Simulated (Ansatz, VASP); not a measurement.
# One calculation of CaO, two programs

```
CELL_PARAMETERS angstrom
0.00000 2.39168 2.39168
2.39168 0.00000 2.39168
2.39168 2.39168 0.00000
ATOMIC_POSITIONS crystal
Ca 0.00000 0.00000 0.00000
O 0.50000 0.50000 0.50000
```

Alike in both runs: functional PBE; dispersion D3(BJ); k mesh 8 × 8 × 8; occupations gaussian, width 0.02 eV; no spin polarisation.

Ansatz relaxed the structure, and its values are those at the end. VASP's run is a single point on that final structure, the one shown.

|  | VASP | Ansatz |
| --- | --- | --- |
| version | VASP 6.6.1 | Ansatz 0.2.0 |
| potentials or method | VASP PAW PBE potentials, release 64 (Ca_sv, O) | scalar-relativistic, plane waves, PAW |
| plane-wave cutoff (eV) | 520 | 420 |
| valence electrons in the cell | 16 | 16 |

Ansatz gave:

* gap on the k mesh at the Fermi level (eV): 3.65
* least direct gap on the mesh (eV): 4.02
* pressure (GPa): 0.0

Which values does VASP return?

gap on the k mesh at the Fermi level (eV): 3.63; least direct gap on the mesh (eV): 4.00; pressure (GPa): 0.6.

A k mesh can miss the band edges. PBE gaps usually lie below the measured ones, often by a third to a half.
